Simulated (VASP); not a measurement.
# BN (F-43m) in VASP: further runs

One crystal, BN, is run at these levels: PBE, LDA; tasks: G0W0 quasiparticle levels.

Program: VASP 6.6.1. These are calculated values, not measurements. Logs are shortened: lines on timing, memory, paths and dates and some standing lists are left out, and cuts for length are marked.

### 1 The crystal as given

It takes space group F-43m (No. 216, cubic). The conventional cell has a = 3.626 Å, b = 3.626 Å, c = 3.626 Å, α = 90.00°, β = 90.00°, γ = 90.00°. N (site symmetry -43m) is surrounded by 4 B at 1.57 Å. Around B (site symmetry -43m) lie 4 N at 1.57 Å.

The cell is a database's computed one.

### 2 G0W0 quasiparticle levels, PBE

Contents of POSCAR:

```
BN
1.0
    0.0000000000      1.8130010000      1.8130010000
    1.8130010000      0.0000000000      1.8130010000
    1.8130010000      1.8130010000      0.0000000000
N B
1 1
Direct
    0.2500000000      0.2500000000      0.2500000000
    0.0000000000      0.0000000000      0.0000000000
```

Contents of INCAR.step1:

```
PREC = Accurate
ENCUT = 450
EDIFF = 1E-8
ISMEAR = 0
SIGMA = 0.01
LREAL = False
LASPH = True
NELM = 80
ALGO = Fast
LWAVE = True
LCHARG = False
GGA = PE
```

Contents of INCAR.step2:

```
PREC = Accurate
ENCUT = 450
EDIFF = 1E-8
ISMEAR = 0
SIGMA = 0.01
LREAL = False
LASPH = True
NELM = 1
ALGO = Exact
LWAVE = True
LCHARG = False
GGA = PE
NBANDS = 39
LOPTICS = True
ISTART = 1
```

Contents of INCAR.step3:

```
PREC = Accurate
ENCUT = 450
EDIFF = 1E-8
ISMEAR = 0
SIGMA = 0.01
LREAL = False
LASPH = True
ALGO = EVGW0
LWAVE = False
LCHARG = False
GGA = PE
NELMGW = 1
NBANDS = 39
ENCUTGW = 120
NOMEGA = 50
PRECFOCK = Fast
ISTART = 1
NBANDSGW = 12
```

Contents of KPOINTS:

```
Automatic mesh
0
Gamma
  6 6 6
```

Potentials or basis: VASP PAW PBE potentials, release 64 (N_GW, B_GW).

Command:

```bash
$ cat potpaw_PBE.64/N_GW/POTCAR potpaw_PBE.64/B_GW/POTCAR > POTCAR
$ cp INCAR.step1 INCAR
$ mpirun -np 1 vasp_std > vasp.out
$ cp INCAR.step2 INCAR
$ mpirun -np 1 vasp_std > vasp.out
$ cp INCAR.step3 INCAR
$ mpirun -np 1 vasp_std > vasp.out
```

OUTCAR:

```text
PREC = Accurate
   ENCUT = 450
   EDIFF = 1E-8
   ISMEAR = 0
   LREAL = False
   LASPH = True
   GGA = PE
   NELMGW = 1
   ENCUTGW = 120
   PRECFOCK = Fast
   ISTART = 1

 ion  position               nearest neighbor table
   1  0.250  0.250  0.250-   2 1.57   2 1.57   2 1.57   2 1.57
   2  0.000  0.000  0.000-   1 1.57   1 1.57   1 1.57   1 1.57

  LATTYP: Found a face centered cubic cell.
 ALAT       =     3.6260020000

  Lattice vectors:

 A1 = (   0.0000000000,   1.8130010000,   1.8130010000)
 A2 = (   1.8130010000,   0.0000000000,   1.8130010000)
 A3 = (   1.8130010000,   1.8130010000,   0.0000000000)

Analysis of symmetry for initial positions (statically):
=====================================================================
 Subroutine PRICEL returns:
 Original cell was already a primitive cell.

 Routine SETGRP: Setting up the symmetry group for a
 face centered cubic supercell.

 Subroutine GETGRP returns: Found 24 space group operations
 (whereof 24 operations were pure point group operations)
 out of a pool of 48 trial point group operations.

The static configuration has the point symmetry T_d .

Analysis of symmetry for dynamics (positions and initial velocities):
=====================================================================
 Subroutine PRICEL returns:
 Original cell was already a primitive cell.

 Routine SETGRP: Setting up the symmetry group for a
 face centered cubic supercell.

 Subroutine GETGRP returns: Found 24 space group operations
 (whereof 24 operations were pure point group operations)
 out of a pool of 48 trial point group operations.

The dynamic configuration has the point symmetry T_d .

 Subroutine INISYM returns: Found 24 space group operations
 (whereof 24 operations are pure point group operations),
 and found     1 'primitive' translations

----------------------------------------------------------------------------------------

[... 80 lines left out ...]
   LASPH  =      T    aspherical Exc in radial PAW
   ENCUT  =  450.0 eV  33.07 Ry    5.75 a.u.   4.43  4.43  4.43*2*pi/ulx,y,z
   NELM   =     60;   NELMIN=  2; NELMDL=  0     # of ELM steps
   EDIFF  = 0.1E-07   stopping-criterion for ELM
   LREAL  =      F    real-space projection
   EDIFFG = 0.1E-06   stopping-criterion for IOM
   NSW    =      0    number of steps for IOM
   IBRION =     -1    ionic relax: 0-MD 1-quasi-New 2-CG
   NFREE  =      0    steps in history (QN), initial steepest desc. (CG)
   ISIF   =      0    stress and relaxation
   ISYM   =      3    0-nonsym 1-usesym 2-fastsym
   POTIM  = 0.5000    time-step for ionic-motion
   TEBEG  =    0.0;   TEEND  =   0.0 temperature during run
   PSTRESS=    0.0 pullay stress
   NELECT =       8.0000    total number of electrons
   NUPDOWN=      -1.0000    fix difference up-down
   EMIN   =  10.00;   EMAX   =-10.00  energy-range for DOS
   EFERMI =   0.00;   METHOD = LEGACY
   ISMEAR =     0;   SIGMA  =   0.01  broadening in eV -4-tet -1-fermi 0-gaus
   EFERMI_NEDOS =   21; number of points for ismear=-14 and -15
   IALGO  =     38    algorithm
   IMIX   =      4    mixing-type and parameters
     AMIX     =   0.40;   BMIX     =  1.00
     AMIX_MAG =   1.60;   BMIX_MAG =  1.00
  volume/ion in A,a.u.               =       5.96        40.22
  Fermi-wavevector in a.u.,A,eV,Ry     =   1.433387  2.708709 27.954506  2.054598
  Thomas-Fermi vector in A             =   2.552911
   LORBIT       =      0    0 simple, 1 ext, 2 COOP (PROOUT), +10 PAW based schemes
   GGA     = PE    functional components
   LHFCALC =     T    Hartree Fock is set to
   PRECFOCK=fast      Normal, Fast or Accurate (Low or Medium for compatibility)
   ENCUT4O =  -1.0   cutoff for four orbital integrals eV
   NKREDX  =     1    reduce k-point grid by
   NKREDY  =     1    reduce k-point grid by
   NKREDZ  =     1    reduce k-point grid by
   AEXX    =    1.0000 exact exchange contribution
   HFSCREEN=    0.0000 screening length (either q_TF or 0.3 A-1)
   HFSCREENC=   0.0000 screening length for correlation (either q_TF or 0.3 A-1)
   ENCUTFOCK=  -1.0 apply spherical cutoff to Coloumb kernel
   IVDW    =     0    specifies the selected vdW correction
   LEPSILON=     F    determine dielectric tensor
   LRPA    =     F    only Hartree local field effects (RPA)
   LRPAFORCE           =     F    calculate RPA forces
   ENCUTGW             = 120.0    cutoff for response function in eV
   ENCUTGWSOFT         =  96.0    soft cutoff for Coulomb kernel in GW response function in eV
   ENCUTLF             =  -1.0    cutoff for local field effects
   NELMGW              =     1    number of iterations in solving QP/BSE equation
   NELMHF              =     1    number of iterations in the inner HF iteration
   NKREDLFX            =     1    NKREDLFY  =   1   NKREDLFZ  =   1
 non-spin polarized calculation
 Gauss-broadening in eV      SIGMA  =   0.01
  energy-cutoff  :      450.00
  volume of cell :       11.92
 maximum number of plane-waves:       269
 NGX is ok and might be reduce to    18
  NGX = 12; NGY = 12; NGZ = 12
   NGX =  9   NGY =  9   NGZ =  9
 maximum number of plane-waves:        40
 NGX is ok and might be reduce to    12

 QP shifts <psi_nk| G(iteration)W_0 |psi_nk>: iteration 1
 for sc-GW calculations column KS-energies equals QP-energies in previous step
 and V_xc(KS)=  KS-energies - (<T + V_ion + V_H > + <T+V_H+V_ion>^1  + <V_x>^1)

 k-point   1 :       0.0000    0.0000    0.0000
  band No.  KS-energies  QP-energies   sigma(KS)   V_xc(KS)     V^pw_x(r,r')   Z            occupation Imag(sigma)

      1     -12.7787     -14.6415     -17.8587     -15.4678     -26.4529       0.7791       2.0000       1.4509
      2       7.3541       6.7835     -18.9475     -18.2564     -21.8528       0.8255       2.0000       0.0826
      3       7.3541       6.7835     -18.9475     -18.2564     -21.8528       0.8255       2.0000       0.0826
      4       7.3541       6.7835     -18.9475     -18.2564     -21.8528       0.8255       2.0000       0.0826
      5      16.1278      17.5960     -11.9875     -13.7513      -6.9797       0.8324       0.0000      -0.1070
      6      16.1278      17.5960     -11.9875     -13.7513      -6.9797       0.8324       0.0000      -0.1070
      7      16.1278      17.5960     -11.9875     -13.7513      -6.9797       0.8324       0.0000      -0.1070
      8      17.5468      18.8663     -13.7994     -15.4146      -8.3992       0.8169       0.0000      -0.1303
      9      31.9263      32.5294     -10.6415     -11.4017      -3.2986       0.7932       0.0000      -0.6010
     10      35.0206      36.4449     -11.5721     -13.2713      -5.4228       0.8382       0.0000      -0.5741
     11      35.0206      36.4449     -11.5721     -13.2713      -5.4228       0.8382       0.0000      -0.5741
     12      35.6187      36.3850     -10.1221     -11.0426      -3.0285       0.8325       0.0000      -0.9199
[... 228 lines left out ...]
      1      -7.0287      -8.4076     -19.2862     -17.4539     -26.8636       0.7526       2.0000       0.6825
      2      -0.7890      -2.2540     -17.2896     -15.4180     -22.0381       0.7828       2.0000       0.1956
      3       1.2127      -0.0202     -17.3061     -15.7634     -21.3792       0.7992       2.0000       0.1452
      4       1.2588       0.0794     -16.7626     -15.2947     -20.5832       0.8034       2.0000       0.1375
      5      15.0918      16.2191     -12.4997     -13.8503      -7.8094       0.8346       0.0000      -0.1027
      6      19.2947      20.5658     -12.0325     -13.5678      -6.6795       0.8279       0.0000      -0.1268
      7      22.3234      24.0525     -12.9922     -15.1749      -6.4342       0.7922       0.0000      -0.2122
      8      24.0199      25.8540     -13.2086     -15.5480      -6.4633       0.7840       0.0000      -0.2395
      9      26.8020      28.5832     -13.8716     -16.1638      -6.8105       0.7771       0.0000      -0.3256
     10      33.0797      34.7049     -11.8098     -13.8481      -4.1997       0.7974       0.0000      -0.7426
     11      37.4123      38.6154     -11.3486     -12.8062      -4.1695       0.8254       0.0000      -0.9729
     12      40.5251      41.9733     -11.1249     -12.8837      -3.8335       0.8234       0.0000      -1.0707
```

OUTCAR.step1:

```text
PREC = Accurate
   ENCUT = 450
   EDIFF = 1E-8
   ISMEAR = 0
   LREAL = False
[... 389 lines left out ...]
      0.90650      0.90650      0.90650        -0.000000     -0.000000     -0.000000
      0.00000      0.00000      0.00000         0.000000      0.000000      0.000000
 -----------------------------------------------------------------------------------
    total drift:                                0.000001      0.000001      0.000001

  FREE ENERGIE OF THE ION-ELECTRON SYSTEM (eV)
  ---------------------------------------------------
  free  energy   TOTEN  =       -17.4445275233 eV

  energy  without entropy=      -17.4445275233  energy(sigma->0) =      -17.44452752
```

It took 43 s on 1 thread of AMD EPYC 9R45 (Zen 5), shared host; peak memory 0.15 GiB.

Results:

```yaml
Band_gap_on_the_k_mesh_mean-field_level: 4.45 eV, indirect (least direct gap 8.77 eV)
Quasiparticle_gap: 5.82 eV
Least_direct_quasiparticle_gap: 10.81 eV
```

Caveat: the k mesh is coarse (spacing up to 0.50 Å⁻¹), so the values aren't converged; bands, screening cutoff and mesh are small and nothing is extrapolated, so the quasiparticle values aren't converged.

(Part 1 of 2 ends here.)
